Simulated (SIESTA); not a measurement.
## TePb under changes of volume

One of the cells (33.730 Å³/atom); the others are scaled copies at fixed shape and fractional positions:

```
Pb Te
1.0
     0.00000    3.23100    3.23100
     3.23100    0.00000    3.23100
     3.23100    3.23100    0.00000
Pb Te
1 1
Direct
  0.00000 0.00000 0.00000
  0.50000 0.50000 0.50000
```

```yaml
Program: SIESTA 5.4.2
Functional: PBE
Potentials_or_basis: PseudoDojo 0.4 standard (PBE files)
Basis: TZDP (energy shift 0.003 Ry; two zetas on semicore shells)
Grid_cutoff: 500 Ry
Energy_shift: 0.003 Ry
k_mesh: 7 × 7 × 7
Occupations: fermi-dirac, width 0.05 eV
Spin: no spin polarisation
```

| volume (Å³/atom) | energy over the lowest point (meV/atom) | pressure (GPa) |
| --- | --- | --- |
| 31.706 | 67.67 | 6.2 |
| 32.380 | ? | ? |
| 33.055 | 26.52 | 3.7 |
| 33.730 | 14.69 | 2.5 |
| 34.404 | 6.04 | 1.6 |
| 35.079 | 1.17 | 0.7 |
| 35.753 | 0.00 | -0.1 |

Q: What does the run at 32.380 Å³/atom give?

A: Energy over the lowest point 44.43 meV/atom; pressure 4.9 GPa.

Worked out: A Birch-Murnaghan fit of order 3 (a polynomial in V^(-2/3)) to the other rows has its minimum at 35.80 Å³/atom, just outside them, with B0 = V·E''(V) = 32 GPa (rough, since the energies scatter). It gives 44.32 meV/atom at 32.380 Å³/atom, against the run's 44.43, and -dE/dV = 4.8 GPa, against 4.9.

Energies are extrapolated to zero smearing.

Caveats: the basis of atomic orbitals isn't converged, which shifts pressures, moduli and gaps.
